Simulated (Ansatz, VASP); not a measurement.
**One calculation of GaSb, two programs**

Contents of INCAR:

```
SYSTEM = GaSb
PREC = Accurate
ENCUT = 520
EDIFF = 1E-6
ISMEAR = 1
SIGMA = 0.005
LREAL = .False.
LASPH = .True.
NELM = 60
ALGO = Normal
ISIF = 2
LWAVE = .False.
LCHARG = .False.
GGA = PE
NBANDS = 16
```

The input KPOINTS:

```
Automatic mesh
0
Gamma
  5 5 5
  0 0 0
```

File POSCAR:

```
GaSb
1.0
    0.0000000000      3.0457610000      3.0457610000
    3.0457610000      0.0000000000      3.0457610000
    3.0457610000      3.0457610000      0.0000000000
Ga Sb
1 1
Direct
    0.0000000000      0.0000000000      0.0000000000
    0.2500000000      0.2500000000      0.2500000000
```

Input for Ansatz:

```yaml
crystal:
  lattice:
    - [0.0, 3.045761, 3.045761]
    - [3.045761, 0.0, 3.045761]
    - [3.045761, 3.045761, 0.0]
  atoms:
    - { symbol: Ga, position: [0.0, 0.0, 0.0] }
    - { symbol: Sb, position: [0.25, 0.25, 0.25] }
  symmetry: { tolerance: 0.0003 }
kpoints:
  mp_grid: { grid: [5, 5, 5], shift: [0, 0, 0] }
magnetization:
  spin_polarized: false
scf:
  occupations: { method: methfessel_paxton, width: 0.005 }
  lower_state_search: standard
hamiltonian:
  pseudopotentials: { kind: paw }
  xc: pbe
basis:
  ecutwfc: 420
output:
  forces: true
  stress: true
  eigenvalues: true
```

Alike in both runs: task single point; functional PBE; k mesh 5 × 5 × 5; occupations methfessel-paxton of order 1, width 0.005 eV; no spin polarisation.

|  | VASP | Ansatz |
| --- | --- | --- |
| version | VASP 6.6.1 | Ansatz 0.2.0 |
| potentials or method | VASP PAW PBE potentials, release 64 (Ga_d, Sb) | PAW plane waves |
| plane-wave cutoff (eV) | 520 | 420 |
| valence electrons in the cell | 18 | 28 |

Ansatz gave:

| Quantity | Value |
| --- | --- |
| gap on the k mesh at the Fermi level (eV) | 0.12 |
| pressure (GPa) | 3.1 |

**Question.** What did VASP give for the same quantities?

**Answer.** gap on the k mesh at the Fermi level (eV): 0.13; pressure (GPa): 3.1.

The two sets of potentials don't hold the same shells in valence.

Caveats: spin-orbit coupling is left out, which moves the levels of the heavy elements; an odd mesh through Γ misses points on the zone boundary, where band edges often lie. As with any semilocal functional, this PBE gap is likely too small.
